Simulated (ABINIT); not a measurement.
Runs of ABINIT 10.8.3 (patched build) on Si. Symmetry: Cmcm, No. 63, orthorhombic system. Conventional cell: a = 5.744 Å, b = 11.965 Å, c = 3.847 Å, α = 90.00°, β = 90.00°, γ = 90.00°. Around Si (site symmetry m) lie 4 Si at 2.37 to 2.38 Å. Si (site symmetry m2m) is surrounded by 4 Si at 2.34 to 2.37 Å. The cell was built by a generator and needn't be a form met in nature.

```tsv
level	gap on the mesh (eV)	pressure (GPa)	largest force (eV/Å)
WC	0.36	-1.6	0.04
r2SCAN	0.62	(a)	0.03
LDA	0.35	-2.8	0.07
PBEsol	0.35	-1.6	0.04
PBE	0.45	-0.1	0.02
revPBE	0.48	0.9	0.01
SCAN	(b)	-2.2	0.22
AM05	0.38	-1.6	0.08
PW91	0.47	-0.1	0.02
BLYP	0.62	2.8	0.07
RPBE	0.50	1.2	0.01
```

Alike in all rows: task single point; potentials or basis JTH PAW PBE v2.0; no spin polarisation; cell as given; k mesh 5 × 5 × 7; cutoff (eV) 490; smearing fermi-dirac 0.05 eV.

Q: Fill in the values left out.

A: (a) -1.4; (b) 0.64.

Caveats: an odd mesh through Γ misses points on the zone boundary, where band edges often lie; the PAW data sets were made with another functional, which shifts forces and pressure a little (some runs).
